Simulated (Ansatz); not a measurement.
# Sn (Immm) in Ansatz: reference runs

Aim: a first look at Sn with PBEsol, on the cell as given and on a disturbed one.

All numbers are computed with Ansatz 0.2.0; they aren't measurements. Logs are shortened: lines on timing, memory, paths and dates and some standing lists are left out, and cuts for length are marked.

## 1. The crystal as given

The structure is orthorhombic, space group Immm (No. 71). The conventional cell has a = 3.453 Å, b = 3.551 Å, c = 4.677 Å, α = 90.00°, β = 90.00°, γ = 90.00°. Around Sn (site symmetry mmm) lie 12 Sn at 3.41 to 3.55 Å.

This isn't the form of Sn at room conditions, which is tetragonal (white tin).

## 2. Single point, PBEsol

Input file input.yaml:

```yaml
crystal:
  lattice:
    - [-1.726539, 1.775547, 2.338342]
    - [1.726539, -1.775547, 2.338342]
    - [1.726539, 1.775547, -2.338342]
  atoms:
    - { symbol: Sn, position: [0.0, 0.0, 0.0] }
hamiltonian:
  xc: pbesol
  pseudopotentials: { kind: paw }
kpoints:
  mp_grid: { grid: [11, 11, 11] }
scf:
  occupations: { method: fermi_dirac, width: 0.05 }
output:
  forces: true
  stress: true
  eigenvalues: true
```

Potentials or basis: Ansatz PAW.

Launch:

```
$ ansatz run input.yaml --threads 2 --pin off --max-ram 5632MiB --backend cpu --events-out ev --progress --plain --runs-dir out
```

Log:

```text
Warning: RAYON_NUM_THREADS=2 ignored (pool sized by the plan → 2); use --threads N
Engine: ansatz 0.2.0, aarch64-unknown-linux-gnu
Pseudopotentials: kind: paw
Pseudopotential: Sn, paw, valence charge 14, recommended cutoff 420 eV (normal), Sn.paw.azcp
Functional definition: PBEsol
  exchange = pbesol_x
  correlation = pbesol_c
Crystal: 1 atoms, lattice volume = 28.673 Å³
Basis set: ecut = 420 eV, 547 PW (Γ), exchange–correlation on 48×48×48 points (8 copies of the dense FFT grid, shifted against one another)
Bands: 11, of which v1, the nominal top of the filled ones, is band 7 counted from 1 (6 counted from 0)
Symmetry: 8 space group operations
Space group: Immm (ITA 71), of the structure as read, at distance tolerance 3.1e-5 Å
k-points: 216 of 1331
Non-local potential: Sn, projectors of the file, l = 0: 2, l = 1: 2, l = 2: 2, l = 3: 2
PAW form: soft (Blöchl's): semilocal exchange-correlation on the pseudo side does not see the compensation charge
PAW frozen core: Sn, regenerated for the run's functional, and the local potential with it (the file was generated under x = pbe(κ = 0.804, μ = 0.2195149727645171), c = pbe(β = 0.06672455060314922))
PAW one-centre angular grid: Sn, 590 points (default); XC on 64 Gauss nodes
Initial density: superposition of atomic densities (neutral atoms: chi_scale 0, normalization atom), corrected by the library's trained network
Initial wavefunctions: pseudopotential atomic-orbital guess
Functional: x = pbesol(κ = 0.804, μ = 0.12345679012345678), c = pbesol(β = 0.046)
SCF iter   1: F=—  HF=-5949.735557 eV  |F-HF|=—  |Δ(HF+E_count)|=         —  Δρ=2.79e-3  dr2=1.16e-3  ethr=1.77e-3  ⟨swp⟩=5.8  Hψ=14451  notcnv=0
preconditioner: auto → none  [metal: Δε(μ)=0.028 eV  Ē_g=22.743 eV  σ=0.050 eV  W_gap=0.14  n_scr=8 (ndim 8)  ℏωp=25.9 eV  f_vac=0.000  D(μ)=0.42/eV (n_scr^D=0)  sad-step TF]
SCF iter   2: F=—  HF=-5949.734428 eV  |F-HF|=—  |Δ(HF+E_count)|=   1.13e-3  Δρ=1.30e-3  dr2=2.84e-4  ethr=8.30e-6  ⟨swp⟩=2.2  Hψ=4847  notcnv=0
SCF iter   3: F=—  HF=-5949.734327 eV  |F-HF|=—  |Δ(HF+E_count)|=   1.01e-4  Δρ=1.38e-4  dr2=7.41e-6  ethr=2.03e-6  ⟨swp⟩=2.1  Hψ=3802  notcnv=0
SCF iter   4: F=—  HF=-5949.734322 eV  |F-HF|=—  |Δ(HF+E_count)|=   4.63e-6  Δρ=1.06e-4  dr2=3.23e-6  ethr=5.29e-8  ⟨swp⟩=2.0  Hψ=3851  notcnv=0
SCF iter   5: F=—  HF=-5949.734320 eV  |F-HF|=—  |Δ(HF+E_count)|=   1.79e-6  Δρ=3.59e-5  dr2=4.23e-7  ethr=2.31e-8  ⟨swp⟩=2.8  Hψ=4273  notcnv=0
SCF iter   6: F=-5949.734320 eV  HF=-5949.734320 eV  |F-HF|=3.27e-8  |Δ(HF+E_count)|=   2.61e-7  Δρ=8.22e-6  dr2=2.52e-8  ethr=7.14e-10  ⟨swp⟩=6.2  Hψ=11402  notcnv=0
SCF 1 converged in 6 iterations: F = -5949.734320 eV  dr2 = 2.52e-8
SCF converged after 6 iterations
Free energy (F): -5949.734320 eV
Harris-Foulkes:  -5949.734320 eV  (|F-HF|=3.27e-8)
Internal energy: -5949.730805 eV  (E = F + TS)
E sigma→0 (E₀):  -5949.732563 eV
Entropy (-TS):   -0.003514 eV (-3.514 meV/atom)
Fermi energy:    9.977163 eV
--- Per-component energies (eV) ---
  E_band       = -92.245329
  E_kinetic    = 185.622360
  E_local      = -862.725161  (includes V_loc(G=0)·N_el)
  E_nonlocal   = -31.022053
  E_hartree    = 532.093647
  E_xc         = -379.395696
  E_vxc        = -96.888540  (∫ρ·V_xc dr)
  E_paw        = -4063.070008  (= ΣΔE_a)
  E_vpaw       = -351.426530  (= ΣTr[D̂ρ^β])
  E_aug_tail   = -0.000000  (compensation charges beyond the density's cutoff)
  E_ewald      = -1331.518734
  E_core_change = 0.284840  (= ΣΔE_core)
  E_smearing   = -0.003514  (= −TS)
  E_closure    = 0.000000  (closes the sum)
  Σ components = -5949.734320   (vs F -5949.734320, Δ=0.00e0)
--- Forces (eV/Å), atoms counted from 1 ---
  atom   1  Sn     0.00000000     0.00000000     0.00000000
  max |Σ_I F_I| component: 6.16e-33 eV/Å
--- Stress (GPa, compression-positive) ---
       -2.968428      -0.000000      -0.000000
       -0.000000      -4.601980       0.000000
       -0.000000       0.000000      -3.236002
  P = ⅓ Tr σ = -3.6021 GPa (-36.021 kbar)
--- Band table (eV; the first three rows and the last of 216) ---
  k-point 0: bands = ["-11.4905", "-11.4755", "-11.4564", "-11.4270", "-11.3908", "-0.7930", "16.9965", "17.1422", "17.5439", "20.5961", "21.0950"]
  k-point 1: bands = ["-11.4907", "-11.4677", "-11.4476", "-11.4294", "-11.3898", "-0.5842", "16.2075", "16.2530", "16.6536", "19.2576", "21.8169"]
  k-point 2: bands = ["-11.5031", "-11.4409", "-11.4344", "-11.4232", "-11.3831", "0.0422", "14.4894", "14.7761", "15.0591", "17.9218", "18.9927"]
  k-point 215: bands = ["-11.5320", "-11.4918", "-11.3552", "-11.3263", "-11.3247", "5.5376", "7.0291", "10.8313", "11.3091", "14.7483", "16.6133"]
```

Wall time 2 s (2 threads of Arm Neoverse V2, shared host); peak memory 0.34 GiB.

Results:

```yaml
Free_energy: -5949.7343 eV
Pressure: -3.6 GPa
Band_gap_on_the_k_mesh: none (metal or under the smearing width)
```

Stress tensor (GPa, compression positive):
```
-2.97  0.00  0.00
 0.00 -4.60  0.00
 0.00  0.00 -3.24
```

Caveat: the PAW data sets come from PBE, with cores solved anew for the run's functional, which leaves a small shift of forces and pressure.

## 3. Single point, PBEsol (cell strained at random at fixed volume)

Input file input.yaml:

```yaml
crystal:
  lattice:
    - [-1.665768, 1.765633, 2.295809]
    - [1.744419, -1.799058, 2.379262]
    - [1.68238, 1.815212, -2.321189]
  atoms:
    - { symbol: Sn, position: [-0.004954, -0.011652, -0.003302] }
hamiltonian:
  xc: pbesol
  pseudopotentials: { kind: paw }
kpoints:
  mp_grid: { grid: [11, 11, 11] }
scf:
  occupations: { method: fermi_dirac, width: 0.05 }
output:
  forces: true
  stress: true
  eigenvalues: true
```

Potentials or basis: Ansatz PAW.

Launch:

```
$ ansatz run input.yaml --threads 2 --pin off --max-ram 5632MiB --backend cpu --events-out ev --progress --plain --runs-dir out
```

Run time: 5.6 s. Hardware: 2 threads of Arm Neoverse V2, shared host; peak memory 0.46 GiB.

The run converged. Its results:

| Quantity | Value |
| --- | --- |
| Free energy | -5949.7296 eV |
| Pressure | -3.6 GPa |
| Band gap on the k mesh | none (metal or under the smearing width) |

Stress tensor (GPa, compression positive):
```
-2.76 -0.02 -0.57
-0.02 -4.51  0.15
-0.57  0.15 -3.46
```

Levels at points of the mesh, in eV from the Fermi level:
```csv
k point,band 5,band 6,band 7,band 8,band 9,band 10
"(0.00, 0.00, 0.00)",-21.37,-10.78,6.74,7.09,7.80,10.76
```

Caveat: the PAW data sets come from PBE, with cores solved anew for the run's functional, which leaves a small shift of forces and pressure.
